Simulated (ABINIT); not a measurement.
**ZrS2 in ABINIT: the effect of target pressure**

ZrS2:

```
Zr S
1.0
     3.69138    0.00000    0.00000
    -1.84569    3.19683    0.00000
     0.00000    0.00000    6.04108
Zr S
1 2
Direct
  0.00000 0.00000 0.00000
  0.33333 0.66667 0.23791
  0.66667 0.33333 0.76209
```

The cell is a database's computed one.

Alike in all runs:

```yaml
Program: ABINIT 10.8.3 (patched build)
Task: relaxation of cell and atoms
Functional: PBE
Potentials_or_basis: JTH PAW PBE v2.0
Cutoff: 544 eV
k_mesh: 8 × 8 × 5
Occupations: fermi-dirac, width 0.05 eV
Spin: no spin polarisation
```

Each run relaxes the cell or the atoms first.

```tsv
target pressure	relaxed volume (Å³/atom)	gap on the mesh (eV)
5 GPa	?	?
10 GPa	19.42	0.12
20 GPa	17.61	none
```

Question: What does the run with target pressure 5 GPa give?

Answer: Relaxed volume 20.89 Å³/atom; gap on the mesh 0.49 eV.

Caveats: this functional lacks dispersion, which binds the layers, so the pressure and a relaxed spacing across them are unreliable; an odd mesh through Γ misses points on the zone boundary, where band edges often lie (some runs); the volume moved by over 15 % at a fixed basis, so the end points are rough (some runs).

A gap of «none» marks a metal or a gap under the smearing width.
